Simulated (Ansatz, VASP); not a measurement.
## AlN in two plane-wave programs

Aim: how closely do two programs agree when they are given the same cell, functional and k mesh? Other levels of theory on this material are compared in a session of their own.

Main program and level: Ansatz 0.2.0; plane waves, with VASP 6.6.1 beside it; band structure at LDA and dielectric response at LDA.

### 1. Set-up

The structure is hexagonal, space group P6_3mc (No. 186). Conventional cell: a = 3.111 Å, b = 3.111 Å, c = 4.978 Å, α = 90.00°, β = 90.00°, γ = 120.00°. Al has 4 N at 1.89 to 1.92 Å nearest. N has 4 Al at 1.89 to 1.92 Å nearest. Farther neighbours and most contacts between anions are not listed.

Structure file:

```cif
data_structure
_symmetry_space_group_name_H-M 'P6_3mc'
_symmetry_Int_Tables_number 186
_cell_length_a 3.1110
_cell_length_b 3.1110
_cell_length_c 4.9780
_cell_angle_alpha 90.000
_cell_angle_beta 90.000
_cell_angle_gamma 120.000
_cell_volume 41.72
loop_
_atom_site_label
_atom_site_type_symbol
_atom_site_symmetry_multiplicity
_atom_site_Wyckoff_symbol
_atom_site_fract_x
_atom_site_fract_y
_atom_site_fract_z
_atom_site_occupancy
Al1 Al 2 b 0.66667 0.33333 0.50000 1
N1 N 2 b 0.66667 0.33333 0.88500 1
```

### 2. VASP: band structure, LDA

The same path points are solved in both programs, so levels can be compared one by one.

Lines of VASP's logs that name or quote its potential files are left out, and so is its time.

File INCAR:

```
SYSTEM = AlN
PREC = Accurate
ENCUT = 460
EDIFF = 1E-06
NELM = 100
ISMEAR = 0
SIGMA = 0.03
LREAL = .FALSE.
ALGO = Normal
GGA = CA
NBANDS = 22
LORBIT = 11
LWAVE = .FALSE.
LCHARG = .FALSE.
KPAR = 4
```

File POSCAR:

```
AlN
1.0
    3.1110000000      0.0000000000      0.0000000000
   -1.5555000000      2.6942050312      0.0000000000
    0.0000000000      0.0000000000      4.9780000000
Al N
2 2
Direct
    0.6666666667      0.3333333333      0.5000000000
    0.3333333333      0.6666666667      0.0000000000
    0.6666666667      0.3333333333      0.8850000000
    0.3333333333      0.6666666667      0.3850000000
```

File KPOINTS:

```
Automatic mesh
0
Gamma
8 8 4
0 0 0
```

File KPOINTS_OPT:

```
Line mode
10
Line-mode
Reciprocal
  0.00000000   0.00000000   0.00000000 GAMMA
  0.50000000   0.00000000   0.00000000 M

  0.50000000   0.00000000   0.00000000 M
  0.33333333   0.33333333   0.00000000 K

  0.33333333   0.33333333   0.00000000 K
  0.00000000   0.00000000   0.00000000 GAMMA

  0.00000000   0.00000000   0.00000000 GAMMA
  0.00000000   0.00000000   0.50000000 A

  0.00000000   0.00000000   0.50000000 A
  0.50000000   0.00000000   0.50000000 L

  0.50000000   0.00000000   0.50000000 L
  0.33333333   0.33333333   0.50000000 H

  0.33333333   0.33333333   0.50000000 H
  0.00000000   0.00000000   0.50000000 A

  0.50000000   0.00000000   0.50000000 L
  0.50000000   0.00000000   0.00000000 M

  0.33333333   0.33333333   0.00000000 K
  0.33333333   0.33333333   0.50000000 H
```

The projector-augmented-wave data sets are Al and N (LDA family, release 64).

On the command line:

```sh
mpirun -np 4 vasp_std
```

Numbers of over 12 decimals in the logs are rounded to 6 here.

The log of the run:

```text
[banner, memory and clock lines left out]
running    4 mpi-ranks, on    1 nodes
 distrk:  each k-point on    1 cores,    4 groups
 distr:  one band on    1 cores,    1 groups

 POSCAR found type information on POSCAR AlN
 POSCAR found :  2 types and       4 ions
 LDA part: xc-table for (Slater(with rela. corr.)+CA(PZ))
 , standard interpolation
 POSCAR, INCAR and KPOINTS ok, starting setup
 FFT: planning ... GRIDC
 FFT: planning ... GRID_SOFT
 FFT: planning ... GRID
 WAVECAR not read
 entering main loop
       N       E                     dE             d eps       ncg     rms          rms(c)
DAV:   1     0.232050397859E+02    0.23205E+02   -0.62457E+03  1328   0.585E+02
DAV:   2    -0.357142685898E+02   -0.58919E+02   -0.55573E+02  1676   0.139E+02
DAV:   3    -0.378665225093E+02   -0.21523E+01   -0.21398E+01  1656   0.241E+01
DAV:   4    -0.378765610384E+02   -0.10039E-01   -0.10038E-01  1500   0.194E+00
DAV:   5    -0.378766611013E+02   -0.10006E-03   -0.10006E-03  1668   0.187E-01    0.122E+01
DAV:   6    -0.329440357646E+02    0.49326E+01   -0.75727E+00  1488   0.174E+01    0.423E+00
DAV:   7    -0.328964969944E+02    0.47539E-01   -0.50895E-01  1620   0.357E+00    0.292E+00
DAV:   8    -0.328363093403E+02    0.60188E-01   -0.76849E-02  1494   0.177E+00    0.424E-01
DAV:   9    -0.328332946088E+02    0.30147E-02   -0.47353E-03  1620   0.448E-01    0.246E-01
DAV:  10    -0.328335116555E+02   -0.21705E-03   -0.81751E-04  1422   0.147E-01    0.175E-01
DAV:  11    -0.328334152080E+02    0.96448E-04   -0.12777E-04  1566   0.678E-02    0.279E-02
DAV:  12    -0.328334144407E+02    0.76732E-06   -0.19812E-06  1514   0.783E-03
   1 F= -.32833414E+02 E0= -.32833414E+02  d E =-.301101E-17
 Start KPOINTS_OPT (optional k-point list driver)
k-point batch [1-30\90]
       N       E                     dE             ncg
DAV:   1     0.208809279879E+04   -0.10196E+05     1320
DAV:   2     0.407781633785E+03   -0.16803E+04     1660
DAV:   3     0.340673844310E+03   -0.67108E+02     1646
DAV:   4     0.340353050123E+03   -0.32079E+00     1542
DAV:   5     0.340349843237E+03   -0.32069E-02     1620
DAV:   6     0.340349796230E+03   -0.47008E-04     1530
DAV:   7     0.340349795525E+03   -0.70414E-06     1386
[...]
k-point batch [61-90\90]
       N       E                     dE             ncg
DAV:   1     0.198051574123E+04   -0.14788E+05     1320
DAV:   2     0.332031175853E+03   -0.16485E+04     1696
DAV:   3     0.275213496063E+03   -0.56818E+02     1662
DAV:   4     0.274932437306E+03   -0.28106E+00     1524
DAV:   5     0.274929519946E+03   -0.29174E-02     1652
DAV:   6     0.274929477123E+03   -0.42823E-04     1500
DAV:   7     0.274929476489E+03   -0.63416E-06     1366
```

From OUTCAR (step 2):

```text
ion  position               nearest neighbor table
   1  0.667  0.333  0.500-   4 1.89   4 1.89   4 1.89   3 1.92   2 3.07   2 3.07   2 3.07   2 3.07
                             2 3.07   2 3.07
   2  0.333  0.667  0.000-   3 1.89   3 1.89   3 1.89   4 1.92   1 3.07   1 3.07   1 3.07   1 3.07
                             1 3.07   1 3.07
   3  0.667  0.333  0.885-   2 1.89   2 1.89   2 1.89   1 1.92
   4  0.333  0.667  0.385-   1 1.89   1 1.89   1 1.89   2 1.92

  LATTYP: Found a hexagonal cell.
 ALAT       =     3.1110000000
 C/A-ratio  =     1.6001285760

 Subroutine GETGRP returns: Found 12 space group operations
 (whereof  6 operations were pure point group operations)

The static configuration has the point symmetry C_3v.
 The point group associated with its full space group is C_6v.

 Found     30 irreducible k-points:

   k-points           NKPTS =     30   k-points in BZ     NKDIM =     30   number of bands    NBANDS=     22

   dimension x,y,z NGX =    24 NGY =   24 NGZ =   36
   dimension x,y,z NGXF=    48 NGYF=   48 NGZF=   72

   ENCUT  =  460.0 eV  33.81 Ry    5.81 a.u.   5.44  5.44  8.71*2*pi/ulx,y,z

   NELECT =      16.0000    total number of electrons

 k-points in reciprocal lattice and weights: Automatic mesh
   0.00000000  0.00000000  0.00000000       0.004
   0.12500000 -0.00000000  0.00000000       0.023
   0.25000000 -0.00000000  0.00000000       0.023
   0.37500000 -0.00000000  0.00000000       0.023
   0.50000000 -0.00000000  0.00000000       0.012
   0.12500000  0.12500000  0.00000000       0.023
   0.25000000  0.12500000  0.00000000       0.047
   0.37500000  0.12500000  0.00000000       0.047
   0.25000000  0.25000000  0.00000000       0.023
[...]
0.25000000  0.25000000  0.50000000       0.023
   0.37500000  0.25000000  0.50000000       0.023

 average (electrostatic) potential at core
       1 -69.9387       2 -69.9387       3 -59.9019       4 -59.9019

 E-fermi :   6.1214

 k-point     1 :       0.0000    0.0000    0.0000
  band No.  band energies     occupation
    ...
      4       5.0046      2.00000
      5       5.0046      2.00000
      6       5.6614      2.00000
      7       5.6614      2.00000
      8       5.9551      2.00000
      9      10.1416      0.00000
     10      12.4573      0.00000
     11      16.4273      0.00000
     12      16.8418      0.00000
     13      16.8418      0.00000
    ...

 k-point     2 :       0.1250   -0.0000    0.0000
  band No.  band energies     occupation
    ...
      4       4.1320      2.00000
      5       4.7600      2.00000
      6       4.8503      2.00000
      7       5.6245      2.00000
      8       5.8598      2.00000
      9      10.9465      0.00000
     10      13.1807      0.00000
     11      15.5828      0.00000
     12      15.8064      0.00000
     13      17.4004      0.00000
    ...

 k-point     3 :       0.2500   -0.0000    0.0000
  band No.  band energies     occupation
    ...
      4       2.4014      2.00000
      5       3.4195      2.00000
      6       4.2923      2.00000
      7       5.4596      2.00000
      8       5.5031      2.00000
      9      12.0374      0.00000
     10      13.3675      0.00000
     11      13.8995      0.00000
     12      15.7782      0.00000
     13      17.3143      0.00000
    ...

  Total       -1.0124097     -1.0124097     -1.4250474      0.0000000     -0.0000000      0.0000000
  in kB      -38.8759789    -38.8759789    -54.7210397      0.0000000     -0.0000000      0.0000000
  external PRESSURE =     -44.1576658 kB  Pullay stress =       0.0000000 kB

  energy-cutoff  :      460.00
  volume of cell :       41.72
      direct lattice vectors                 reciprocal lattice vectors
     3.111000000  0.000000000  0.000000000     0.321440051  0.185583500  0.000000000
    -1.555500000  2.694205031  0.000000000     0.000000000  0.371167000  0.000000000
     0.000000000  0.000000000  4.978000000     0.000000000  0.000000000  0.200883889

 POSITION                                       TOTAL-FORCE (eV/Angst)
 -----------------------------------------------------------------------------------
      1.55550      0.89807      2.48900         0.000000      0.000000      0.186514
     -0.00000      1.79614      0.00000        -0.000000      0.000000      0.186514
      1.55550      0.89807      4.40553         0.000000      0.000000     -0.186514
     -0.00000      1.79614      1.91653        -0.000000     -0.000000     -0.186514
 -----------------------------------------------------------------------------------
    total drift:                               -0.000000      0.000000      0.000452

  FREE ENERGIE OF THE ION-ELECTRON SYSTEM (eV)
  ---------------------------------------------------
  free  energy   TOTEN  =       -32.8334144407 eV

  energy  without entropy=      -32.8334144407  energy(sigma->0) =      -32.83341444

 total charge
# of ion       s       p       d       tot
------------------------------------------
    1        0.375   0.451   0.000   0.826
    2        0.375   0.451   0.000   0.826
    3        1.214   2.607   0.000   3.821
    4        1.214   2.607   0.000   3.821
--------------------------------------------------
tot          3.178   6.117   0.000   9.295

[... 3 further parts left out ...]
```

The run ends at a pressure of -4.42 GPa, with forces up to 0.19 eV/Å.

### 3. Ansatz: band structure, LDA

Ansatz runs on its default PAW (the set named soft_2) files.

The same cell, functional (in two slightly different forms), mesh and smearing now go to Ansatz, which takes its cutoff from its data sets.

File input.yaml:

```yaml
crystal:
  lattice:
    - [3.111, 0.0, 0.0]
    - [-1.5555, 2.6942050312, 0.0]
    - [0.0, 0.0, 4.978]
  atoms:
    - { symbol: Al, position: [0.6666666667, 0.3333333333, 0.5] }
    - { symbol: Al, position: [0.3333333333, 0.6666666667, 0.0] }
    - { symbol: "N", position: [0.6666666667, 0.3333333333, 0.885] }
    - { symbol: "N", position: [0.3333333333, 0.6666666667, 0.385] }
hamiltonian:
  xc: lda
  pseudopotentials: { kind: paw }
kpoints:
  mp_grid: { grid: [8, 8, 4] }
  band_path:
    path:
      - [0.0, 0.0, 0.0]
      - [0.16667, 0.0, 0.0]
      - [0.33333, 0.0, 0.0]
      - [0.5, 0.0, 0.0]
      - [0.46296, 0.07407, 0.0]
      - [0.40741, 0.18519, 0.0]
      - [0.35185, 0.2963, 0.0]
      - [0.2963, 0.2963, 0.0]
      - [0.18519, 0.18519, 0.0]
      - [0.07407, 0.07407, 0.0]
      - [0.0, 0.0, 0.0]
      - [0.0, 0.0, 0.16667]
      - [0.0, 0.0, 0.33333]
      - [0.0, 0.0, 0.5]
      - [0.11111, 0.0, 0.5]
      - [0.33333, 0.0, 0.5]
      - [0.5, 0.0, 0.5]
      - [0.46296, 0.07407, 0.5]
      - [0.40741, 0.18519, 0.5]
      - [0.35185, 0.2963, 0.5]
      - [0.2963, 0.2963, 0.5]
      - [0.18519, 0.18519, 0.5]
      - [0.07407, 0.07407, 0.5]
      - [0.5, 0.0, 0.5]
      - [0.5, 0.0, 0.33333]
      - [0.5, 0.0, 0.16667]
      - [0.5, 0.0, 0.0]
      - [0.33333, 0.33333, 0.11111]
      - [0.33333, 0.33333, 0.27778]
      - [0.33333, 0.33333, 0.5]
    npoints: 1
scf:
  occupations: { method: gaussian, width: 0.03 }
  n_extra_bands: 8
output:
  forces: true
  stress: true
  eigenvalues: true
```

On the command line:

```sh
ansatz run input.yaml --threads 2 --pin off --max-ram 4608MiB --backend cpu --events-out ev --progress --plain --runs-dir out
```

The log of the run:

```text
scf.n_extra_bands = 8 over 8 filled bands (N_el = 16.0): the run solves 16 bands
Engine: ansatz 0.2.0, aarch64-unknown-linux-gnu
Pseudopotentials: kind: paw
Pseudopotential: Al, paw, valence charge 3, recommended cutoff 420 eV (normal), Al.paw.azcp
Pseudopotential: N, paw, valence charge 5, recommended cutoff 420 eV (normal), N.paw.azcp
Functional definition: SPW92
  exchange = slater_x
  correlation = pw_c
Crystal: 4 atoms, lattice volume = 41.724 Å³
Basis set: ecut = 420 eV, 809 PW (Γ)
Bands: 16, of which v1, the nominal top of the filled ones, is band 8 counted from 1 (7 counted from 0)
Symmetry: 12 space group operations
Space group: P63mc (ITA 186), of the structure as read, at distance tolerance 3.5e-5 Å
k-points: 30 of 256 (time reversal used)
Non-local potential: Al, projectors of the file, l = 0: 2, l = 1: 2, l = 2: 1
Non-local potential: N, projectors of the file, l = 0: 2, l = 1: 2, l = 2: 1
PAW form: soft (Blöchl's): semilocal exchange-correlation on the pseudo side does not see the compensation charge
PAW frozen core: Al, regenerated for the run's functional, and the local potential with it (the file was generated under x = pbe(κ = 0.804, μ = 0.219515), c = pbe(β = 0.066725))
PAW frozen core: N, regenerated for the run's functional, and the local potential with it (the file was generated under x = pbe(κ = 0.804, μ = 0.219515), c = pbe(β = 0.066725))
PAW one-centre angular grid: Al, 110 points (default); XC on 64 Gauss nodes
PAW one-centre angular grid: N, 110 points (default); XC on 64 Gauss nodes
Initial density: superposition of atomic densities (neutral atoms: chi_scale 0, normalization atom), corrected by the library's trained network
Initial wavefunctions: pseudopotential atomic-orbital guess
Functional: x = slater, c = lda
SCF iter   1: F=—  HF=-1779.711877 eV  |F-HF|=—  |Δ(HF+E_count)|=         —  Δρ=9.28e-3  dr2=4.14e-2  ethr=1.77e-3  ⟨swp⟩=5.6  Hψ=2815  notcnv=0  defer=3
preconditioner: auto → none  [insulator: Δε(μ)=4.102 eV  Ē_g=15.125 eV  σ=0.030 eV  W_gap=1.00  n_scr=2 (ndim 8)  ℏωp=23.0 eV  f_vac=0.000  D(μ)=0.00/eV (n_scr^D=0)  ε∞_Penn≈3.3]
SCF iter   2: F=—  HF=-1779.700462 eV  |F-HF|=—  |Δ(HF+E_count)|=   1.14e-2  Δρ=3.18e-3  dr2=4.37e-3  ethr=2.59e-4  ⟨swp⟩=2.0  Hψ=835  notcnv=0  defer=69
SCF iter   3: F=—  HF=-1779.699093 eV  |F-HF|=—  |Δ(HF+E_count)|=   1.37e-3  Δρ=5.16e-4  dr2=4.27e-5  ethr=2.73e-5  ⟨swp⟩=2.6  Hψ=621  notcnv=0  defer=79
SCF iter   4: F=—  HF=-1779.699073 eV  |F-HF|=—  |Δ(HF+E_count)|=   2.07e-5  Δρ=4.14e-5  dr2=4.74e-7  ethr=2.67e-7  ⟨swp⟩=2.2  Hψ=644  notcnv=0  defer=79
iter 5 did not close the SCF: its close was put off for the readings that it lacked (scf_convergence_deferred on its scf_iter line)
SCF iter   5: F=-1779.699072 eV  HF=-1779.699072 eV  |F-HF|=1.60e-10  |Δ(HF+E_count)|=   1.42e-7  Δρ=3.38e-6  dr2=1.52e-9  ethr=2.96e-9  ⟨swp⟩=2.4  Hψ=603  notcnv=0  defer=79
SCF iter   6: F=-1779.699072 eV  HF=-1779.699072 eV  |F-HF|=1.82e-12  |Δ(HF+E_count)|=  3.45e-10  Δρ=1.55e-7  dr2=5.20e-12  ethr=9.53e-12  ⟨swp⟩=5.1  Hψ=2193  notcnv=0
SCF 1 converged in 6 iterations: F = -1779.699072 eV  dr2 = 5.20e-12
  greatest PAW one-centre occupation: 0.781 electrons in one spin orbital (limit 2), on the N atom at site 2 (counted from 0), in its partial waves of l = 0
NSCF: frozen V_eff on 30 k-points
SCF converged after 6 iterations
Free energy (F): -1779.699072 eV
Harris-Foulkes:  -1779.699072 eV  (|F-HF|=1.82e-12)
Internal energy: -1779.699072 eV  (E = F + TS)
E sigma→0 (E₀):  -1779.699072 eV
Fermi energy:    9.012332 eV
--- Per-component energies (eV) ---
  E_band       = 26.508972
  E_kinetic    = 317.626285
  E_local      = -449.143038  (includes V_loc(G=0)·N_el)
  E_nonlocal   = 114.830752
  E_hartree    = 153.741167
  E_xc         = -201.101371
  E_vxc        = -215.067365  (∫ρ·V_xc dr)
  E_paw        = -1123.889609  (= ΣΔE_a)
  E_vpaw       = -49.220166  (= ΣTr[D̂ρ^β])
  E_aug_tail   = 0.000181  (compensation charges beyond the density's cutoff)
  E_ewald      = -592.034960
  E_core_change = 0.271521  (= ΣΔE_core)
  E_smearing   = -0.000000  (= −TS)
  E_closure    = 0.000000  (closes the sum)
  Σ components = -1779.699072   (vs F -1779.699072, Δ=0.00e0)
--- Forces (eV/Å), atoms counted from 1 ---
  atom   1  Al     0.00000000     0.00000000     0.18317150
  atom   2  Al    -0.00000000    -0.00000000     0.18317150
  atom   3  N      0.00000000    -0.00000000    -0.18316836
  atom   4  N     -0.00000000     0.00000000    -0.18316836
  max |Σ_I F_I| component: 6.28e-6 eV/Å
--- Stress (GPa, compression-positive) ---
       -3.853016       0.000000       0.000000
        0.000000      -3.853016       0.000000
        0.000000       0.000000      -5.343250
  P = ⅓ Tr σ = -4.3498 GPa (-43.498 kbar)
--- Band table (eV; the first three rows and the last of 30) ---
  k-point 0: bands = [... 4 lower, 5.9740, 6.6290, 6.6290, 6.9224, 11.1022, 13.4301, 17.3917, 17.8224, ... 4 higher]
  k-point 1: bands = [... 4 lower, 6.0651, 6.0651, 6.5281, 6.5281, 12.0515, 13.5668, 17.0405, 17.7973, ... 4 higher]
  k-point 2: bands = [... 4 lower, 6.2915, 6.2915, 6.2915, 6.2915, 13.3129, 13.3129, 17.0368, 17.0368, ... 4 higher]
  k-point 29: bands = [... 4 lower, 3.3268, 3.3268, 6.0559, 6.0559, 13.6237, 13.6237, 15.1824, 15.1824, ... 4 higher]
```

Elapsed: 1.6 s, on 2 threads of Arm Neoverse V2, shared host; peak memory 0.27 GiB.

### 4. Differences

Known differences besides the potentials themselves: the two LDA forms differ slightly; the cutoff is 420 eV in Ansatz and 460 eV in VASP; VASP's log shows a relativistic correction to its local exchange, Ansatz's none. Total energies have different zeros and are not compared.

Compared:

```csv
quantity,Ansatz,VASP,difference
pressure (GPa),-4.35,-4.42,+0.07
pressure without Ansatz's Pulay correction (GPa),-5.01,-4.42,-0.60
gap over the path points (eV),4.180,4.187,-0.007
```

Forces (eV/Å; atoms numbered as in POSCAR):

```csv
atom,"Ansatz x, y, z","VASP x, y, z"
Al1,"0.000, 0.000, 0.183","0.000, 0.000, 0.187"
Al2,"0.000, 0.000, 0.183","0.000, 0.000, 0.187"
N3,"0.000, 0.000, -0.183","0.000, 0.000, -0.187"
N4,"0.000, 0.000, -0.183","0.000, 0.000, -0.187"
```

Levels at points of the path, from each program's valence-band top (eV; 4 filled, then empty):

```csv
k (reciprocal lattice),Ansatz,VASP
0.000 0.000 0.000,-0.95 -0.29 -0.29 0.00 4.18 6.51 10.47,-0.95 -0.29 -0.29 0.00 4.19 6.50 10.47
0.167 0.000 0.000,-1.57 -1.34 -0.37 -0.18 5.42 7.54 9.03,-1.57 -1.34 -0.37 -0.18 5.42 7.54 9.03
0.333 0.000 0.000,-3.40 -1.93 -0.89 -0.63 6.08 6.55 7.82,-3.41 -1.94 -0.90 -0.63 6.06 6.54 7.82
0.500 0.000 0.000,-3.40 -2.18 -1.82 -0.77 5.63 5.67 8.03,-3.41 -2.18 -1.83 -0.77 5.61 5.66 8.03
0.463 0.074 0.000,-3.35 -2.40 -1.83 -0.97 5.63 5.95 8.17,-3.36 -2.41 -1.84 -0.97 5.62 5.93 8.16
0.407 0.185 0.000,-3.25 -3.08 -1.95 -1.76 5.30 7.17 8.79,-3.26 -3.10 -1.95 -1.76 5.29 7.17 8.79
0.352 0.296 0.000,-3.84 -2.62 -2.49 -2.25 4.93 8.10 9.35,-3.85 -2.63 -2.50 -2.26 4.92 8.11 9.36
0.296 0.296 0.000,-3.56 -2.89 -2.37 -2.02 5.04 8.01 9.21,-3.57 -2.90 -2.38 -2.02 5.02 8.02 9.21
0.185 0.185 0.000,-3.73 -2.02 -1.17 -0.77 6.89 7.00 8.28,-3.74 -2.02 -1.17 -0.77 6.88 7.00 8.28
0.074 0.074 0.000,-1.47 -0.92 -0.39 -0.10 5.03 7.29 9.64,-1.47 -0.92 -0.39 -0.10 5.03 7.28 9.64
```

The forces differ by 1.9 meV/Å r.m.s., which is 1.8 % of the r.m.s. force of 0.11 eV/Å (both taken over all components). Among the levels compared at these points, filled levels agree within 13 meV and empty ones within 18 meV. Ansatz's pressure holds a Pulay correction of 0.66 GPa; VASP's holds none.

[end of part 1 of 2]

[Lines on the potential files, build, host, timing and source positions are cut from VASP's logs without a mark.]

[Logs are printed without paths, hosts, clocks, repeated set-up lines and the standing remarks that a program may print on its own settings, such as how far it seeks lower states.]

[Hosts, paths, dates, database ids (printed as entryN), source tags and the programs' standing remarks are cut or masked in the printed files.]
